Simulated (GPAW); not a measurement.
Runs of GPAW 26.7.0 on InP. Symmetry: F-43m, No. 216, cubic system. Conventional cell: a = 5.861 Å, b = 5.861 Å, c = 5.861 Å, α = 90.00°, β = 90.00°, γ = 90.00°. Around In (site symmetry -43m) lie 4 P at 2.54 Å. Around P (site symmetry -43m) lie 4 In at 2.54 Å. 

```tsv
task	level	k mesh	cutoff (eV)	smearing	maxiter	k mesh for the Wannier functions	dis froz max	extra bands	num iter	mesh quality	gap on the mesh (eV)
wannier90	vdW-DF2	8 × 8 × 8	600	fermi-dirac 0.05 eV	150	5 × 5 × 5	0.5	4	500	not flagged	0.58
dielectric tensor	PBE	6 × 6 × 6	450	fermi-dirac 0.001 eV	150	-	-	-	-	not flagged	0.71
hybrid scf	TPSSh	4 × 4 × 4	450	fermi-dirac 0.001 eV	40	-	-	-	-	coarse	(a)
single point	PBE	6 × 6 × 6	450	fermi-dirac 0.01 eV	150	-	-	-	-	not flagged	0.71
```

Alike in all rows: potentials or basis GPAW PAW data sets (gpaw-data 1.2.1), pw; no spin polarisation; cell as given.

Question: Fill in the values left out.

Answer: (a) 1.42.

Caveats: some runs use coarse meshes; spin-orbit coupling is left out, which moves the levels of the heavy elements; the long-wavelength limit can be off by a per cent or two (some runs); exact exchange converges slowly with the k mesh, and this mesh is small (some runs); the scaled meta-GGA exchange is a class typed in the script (some runs).

A k mesh can miss the band edges, and the runs leave out spin-orbit coupling on In.
